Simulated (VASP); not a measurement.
# NaF, energy along a vibration (SMASS = -2): which settings are enough?

NaF, Fm-3m (no. 225), atoms displaced along the mode, 2 atoms in the cell. PBEsol, energy along a line of displacements; PAW potentials Na, F (PBE set). VASP 6.6.1.

Wanted: harmonic frequency within 1 %.

Space group without the displacement: Fm-3m (no. 225); Mode: optical mode at Gamma along [111].

POSCAR of the starting run:
```
NaF
1.0
    0.0000000000      2.3200000000      2.3200000000
    2.3200000000      0.0000000000      2.3200000000
    2.3200000000      2.3200000000      0.0000000000
Na F
1 1
Direct
   -0.0045040324     -0.0045040324     -0.0045040324
    0.5054502826      0.5054502826      0.5054502826

    0.0052246776   0.0052246776   0.0052246776
   -0.0063223278  -0.0063223278  -0.0063223278
```

The series start from k mesh: 6 × 6 × 6; Cutoff (eV): 520; Step along the mode (Å): 0.02; Precision and projection: Accurate, reciprocal space. Each series keeps the choices made before it, and each single choice may use up half of a tolerance.

## k mesh

| k mesh | Harmonic frequency (THz) | Time (s) |
|---|---|---|
| 3 × 3 × 3 | 6.503 | 12 |
| 4 × 4 × 4 | 6.515 | 16 |
| 5 × 5 × 5 | 6.516 | 22 |
| 6 × 6 × 6 | 6.516 | 32 |
| 7 × 7 × 7 | 6.516 | 44 |
| 9 × 9 × 9 (reference) | 6.516 | 74 |

Chosen: 3 × 3 × 3, the loosest value from which every tighter one stays within half of the tolerance.

## Cutoff (eV)

| Cutoff (eV) | Harmonic frequency (THz) | Time (s) |
|---|---|---|
| 280 | 6.421 | 7.1 |
| 340 | 6.482 | 7.3 |
| 400 | 6.514 | 9.2 |
| 460 | 6.5 | 9.1 |
| 520 | 6.503 | 12 |
| 600 (reference) | 6.545 | 17 |

Chosen: 600; the next looser run is off by more than half of the tolerance, so convergence isn't shown beyond this value.

## Precision and projection

| Precision and projection | Harmonic frequency (THz) | Time (s) |
|---|---|---|
| Accurate, reciprocal space | 6.546 | 20 |
| Normal, reciprocal space | 6.542 | 9.7 |
| Normal, Auto | 6.514 | 11 |

Chosen: Normal, reciprocal space, the fastest of those that stay within half of the tolerance.

Also changed on the way, by series that aren't shown: Step along the mode (Å): 0.08.

## All choices together

| Input | Harmonic frequency (THz) | Time (s) |
|---|---|---|
| defaults on a coarse mesh (naive) | 6.563 | 3.6 |
| chosen settings | 6.542 | 9.7 |
| reference settings throughout | 6.55 | 172 |

The chosen settings stay within the tolerance of the reference run, but the reference itself isn't shown to be converged in: Cutoff (eV).

## The input

INCAR:
```
  ALGO = Normal
  EDIFF = 1E-7
  ENCUT = 600
  GGA = PS
  IBRION = 0
  ISMEAR = 0
  ISYM = 0
  IWAVPR = 11
  KPAR = 2
  LASPH = T
  LCHARG = F
  LREAL = F
  LWAVE = F
  NELMIN = 4
  NSW = 9
  POTIM = 1
  PREC = Normal
  SIGMA = 0.03
  SMASS = -2
```

KPOINTS:
```
Automatic mesh
0
Gamma
  3 3 3
  0 0 0
```

POSCAR:
```
NaF
1.0
    0.0000000000      2.3200000000      2.3200000000
    2.3200000000      0.0000000000      2.3200000000
    2.3200000000      2.3200000000      0.0000000000
Na F
1 1
Direct
   -0.0180161296     -0.0180161296     -0.0180161296
    0.5218011303      0.5218011303      0.5218011303

    0.0208987104   0.0208987104   0.0208987104
   -0.0252893112  -0.0252893112  -0.0252893112
```

Commands:
```
cat potpaw_PBE.64/Na/POTCAR potpaw_PBE.64/F/POTCAR > POTCAR
mpirun -np 2 vasp_std > vasp.out
```

The naive input happens to agree within the tolerance here, in 3.6 s.

The chosen input took VASP 6.6.1 9.7 s on 2 cores (Intel Xeon Platinum 8259CL @ 2.50GHz (Skylake/Cascade Lake)), a shared host.

## An input that fails: SMASS left out, so the atoms move under their forces

It runs to its end, but against the unchanged starting input it is off by 1.7 % in the harmonic frequency.

Changes against the starting input:
```
- SMASS = -2
```
